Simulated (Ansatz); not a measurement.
## Te₂Mo: 97Mo nuclear quadrupole resonance

Cell: a COD entry whose atoms were relaxed with PBE, the cell held.

```cif
data_Te2Mo
_symmetry_space_group_name_H-M 'P2_1/m'
_symmetry_Int_Tables_number 11
_cell_length_a 6.3300
_cell_length_b 3.4690
_cell_length_c 13.8600
_cell_angle_alpha 90.000
_cell_angle_beta 93.917
_cell_angle_gamma 90.000
loop_
_atom_site_label
_atom_site_type_symbol
_atom_site_symmetry_multiplicity
_atom_site_Wyckoff_symbol
_atom_site_fract_x
_atom_site_fract_y
_atom_site_fract_z
Te1 Te 2 e 0.5571 0.7500 0.3504
Te3 Te 2 e 0.5877 0.2500 0.1042
Te5 Te 2 e 0.0968 0.7500 0.1500
Te7 Te 2 e 0.0548 0.2500 0.3955
Mo9 Mo 2 e 0.3207 0.7500 0.5067
Mo11 Mo 2 e 0.1814 0.2500 0.0077
```

One atom of each set is listed.

All values are calculated (Ansatz; DFT, PBE, plane waves and PAW, scalar-relativistic, 420 eV cutoff, Γ-centred 7×13×4 k-points, Fermi–Dirac smearing 0.05 eV), not measured.

97Mo: I = 5/2, Q = 255.0 mb (year-2017 value). Static lattice, zero field.

Question: At which frequencies do the 97Mo NQR lines lie?

Answer: For I = 5/2 and η = 0 the lines are 3|C_Q|/20 and twice that; η pulls their ratio below 2. At large η the states mix, and weaker lines appear at sums of the main ones; lines under 5 % of the strongest are left out.

| site | atoms | V_zz (10²¹ V/m²) | C_Q (MHz) | η | line frequencies (MHz) |
| --- | --- | --- | --- | --- | --- |
| Mo9 | 2 | -7.12 | -43.9 | 0.78 | 10.0, 12.0, 22.0 |
| Mo11 | 2 | -7.28 | -44.9 | 0.78 | 10.2, 12.3, 22.5 |

Question: And for Mo-95 (I = 5/2, Q = -22.00 mb) on Mo11?

Answer: C_Q scales with Q to 3.87 MHz, with lines at 0.878, 1.06, 1.94 MHz.

With no gap above 0.1 eV, as in a metal, the gradients converge slowly in k; expect changes of a tenth or more on a denser mesh. Without spin–orbit coupling the gradients at and beside Te can be off by some per cent, at some sites by more.

The relaxation (3 steps) took 1.7 min of wall time (6.3 min of CPU time) and 3.1 GiB at its peak, on 4 threads of Intel Xeon Platinum 8375C CPU @ 2.90GHz (Ice Lake) (x86_64; 16 cores open to the job, memory cap 8.0 GiB, no GPU), a shared host with a load of 0.3 a core.
